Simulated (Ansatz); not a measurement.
**Pressure against volume: Os**

```cif
data_structure
_symmetry_space_group_name_H-M 'P 1'
_symmetry_Int_Tables_number 1
_cell_length_a 2.7506
_cell_length_b 2.7506
_cell_length_c 2.7506
_cell_angle_alpha 60.000
_cell_angle_beta 60.000
_cell_angle_gamma 60.000
_cell_volume 14.72
loop_
_atom_site_label
_atom_site_type_symbol
_atom_site_fract_x
_atom_site_fract_y
_atom_site_fract_z
_atom_site_occupancy
Os1 Os 0.00000 0.00000 0.00000 1
```

The runs use the primitive cell with vectors (0.000, 1.945, 1.945), (1.945, 0.000, 1.945), (1.945, 1.945, 0.000) Å, to which the k mesh refers.

Conventional cell: a = 3.890 Å, b = 3.890 Å, c = 3.890 Å, α = 90.00°, β = 90.00°, γ = 90.00°. Os (atom 1) has 12 Os at 2.75 Å as nearest neighbours.

The cell comes from COD entry 1534943, which wasn't checked; take it as a given geometry.

Spin–orbit coupling is left out, though it moves levels of the heavy atoms by tenths of an eV or more.

Methods: DFT, PBE, all-electron LAPW, scalar-relativistic (Ansatz 0.2.0); DFT, PBE, PAW with Ansatz's default frozen-core files, scalar-relativistic (Ansatz 0.2.0).

For LAPW: a Γ-centred 14×14×14 k mesh, Fermi–Dirac smearing of 0.03 eV, basis error target 0.25 meV/atom, no spin polarisation. PAW takes a cutoff of 420 eV at this cell. The Ansatz runs share mesh, smearing and spin set-up. Plane-wave (PAW) pressures include the program's estimate of the Pulay term.

The cell above is scaled evenly, with fractional coordinates and shape held.

(1) Estimate the equilibrium volume and bulk modulus that LAPW (all electrons) gives for this fixed shape.

Results:

(1) V0 = 14.34 Å³/atom, B0 = 390 GPa, B0′ = 4.8, from a third-order Birch–Murnaghan fit to these pressures:
| V/V(cell) | V (Å³/atom) | P, LAPW (GPa) | P, PAW (GPa) | free energy over the lowest listed, PAW (meV/atom) |
| --- | --- | --- | --- | --- |
| 0.9405 | 13.840 | 15.12 | 15.15 | 22.5 |
| 0.9700 | 14.274 | 1.86 | 1.87 | 0.0 |
| 1.0000 | 14.716 | -9.43 | -9.45 | 10.9 |
| 1.0300 | 15.157 | -18.86 | -18.89 | 50.4 |
| 1.0600 | 15.599 | -26.72 | -26.76 | 113.6 |
